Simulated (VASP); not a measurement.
Write the native input for VASP 6.6.1 that does the following.

```
Task                   : electrostatic potential
Functional             : PBE
Dispersion             : D4
Potentials or basis    : VASP PAW PBE potentials, release 64 (Co)
Cutoff                 : 520 eV
k mesh                 : 20 × 20 × 10
Occupations            : methfessel-paxton, width 0.1 eV
Spin                   : collinear spin, ferromagnetic start
Starting moments       : [1.8, 1.8] μB
Further INCAR settings : ALGO = Fast; EDIFF = 1e-06
```

The structure of Co lies in POSCAR:

```
Co                                      
1.0
    2.4693982500      0.0000000000      0.0000000000
   -1.2346991250      2.1385616132      0.0000000000
    0.0000000000      0.0000000000      3.9849444520
  Co            
     2
Direct
     0.3333333300000021    0.6666666699999979    0.2500000000000000
     0.6666666699999979    0.3333333300000021    0.7500000000000000
```

The cell was built by a generator and needn't be a form met in nature.

One way to write it, as run:

INCAR

```
SYSTEM = Co
  ALGO = Fast
  EDIFF = 1E-6
  ENCUT = 520
  GGA = PE
  ISIF = 2
  ISMEAR = 1
  ISPIN = 2
  IVDW = 13
  LASPH = .True.
  LCHARG = .True.
  LMAXMIX = 4
  LORBIT = 11
  LREAL = .False.
  LVHAR = .True.
  LWAVE = .False.
  MAGMOM = 1.8 1.8
  NELM = 100
  PREC = Accurate
  SIGMA = 0.1
```

KPOINTS

```
k-points
0
Gamma
  20 20 10
  0 0 0
```

Potentials or basis: VASP PAW PBE potentials, release 64 (Co).

Launch:

```sh
$ cat potpaw_PBE.64/Co/POTCAR > POTCAR
$ mpirun -np 1 vasp_std > vasp.out
```

Results of the run:

The pressure is 0.1 GPa, the band gap on the k mesh is none (metal or under the smearing width) and the net moment is 3.16 μB per cell. The site moments are Co +1.60 μB and the valence electrons inside the program's atomic spheres are Co 8.34. The dispersion energy per atom is -0.441 eV.

Caveat: pairwise dispersion overbinds metals, which lowers pressure and volume.

Wall time 65 s on 1 thread of Intel(R) Xeon(R) 6975P-C (Granite Rapids) (shared host), peak memory 0.23 GiB.
